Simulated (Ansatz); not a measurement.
**ZnO: a single-point run**

Wanted: a converged single-point run for ZnO, and a check of what comes out. The structure is shown as the input types it. The cell is built on a prototype (rocksalt) and needn't be the phase found in nature.

Computed with Ansatz 0.2.0 (density functional or hybrid calculation with the settings of its input, plane waves (as first typed), unless a step's input says otherwise).

4 further runs of the same task are left out: 1 for a known fault of the program, 3 that didn't finish.

### 1 The system as given

Symmetry: Fm-3m, No. 225, cubic system. Conventional cell: a = 4.268 Å, b = 4.268 Å, c = 4.268 Å, α = 90.00°, β = 90.00°, γ = 90.00°. Zn (site symmetry m-3m) has 6 O at 2.13 Å as nearest neighbours. O (site symmetry m-3m) is surrounded by 6 Zn at 2.13 Å.

Coordinates:

```xyz
2
Lattice="0.0000 2.1338 2.1338 2.1338 0.0000 2.1338 2.1338 2.1338 0.0000" Properties=species:S:1:pos:R:3 pbc="T T T"
Zn    0.0000    0.0000    0.0000
O     2.1338    2.1338    2.1338
```

### 2 The calculation

The input, input.yaml:

```yaml
crystal:
  lattice:
    - [0.0, 2.1337703963, 2.1337703963]
    - [2.1337703963, 0.0, 2.1337703963]
    - [2.1337703963, 2.1337703963, 0.0]
  atoms:
    - { symbol: Zn, position: [0.0, 0.0, 0.0] }
    - { symbol: O, position: [0.5, 0.5, 0.5] }
kpoints:
  mp_grid: { grid: [4, 4, 4] }
hamiltonian:
  xc: hse06
scf:
  occupations: { method: methfessel_paxton, width: 4 }
  n_extra_bands: 4
output:
  forces: true
  stress: true
  eigenvalues: true
```

The run is started by

```console
$ ansatz run input.yaml --threads 4 --pin off --max-ram 3686MiB --backend cpu --events-out ev --progress --plain --runs-dir out
```

**Question.** How will this run end, and is anything wrong with its input?

The program finished normally, with warnings (stress exchange threshold loose, stress scf threshold loose). Its log warns: «output.stress: scf.convergence.dr2_threshold = 1e-7 eV (the SCF's general default) is looser than the 2e-10 eV advised for a printed stress (1e-10 eV for each atom of the ...»

The suspect setting: scf.occupations.method is methfessel_paxton; scf.occupations.width is 4. The width is far wider than usual, so occupations near the Fermi level are blurred and the entropy term grows.

Run again and compare: delete scf.occupations.width (the default then holds) and set scf.occupations.method to fixed.
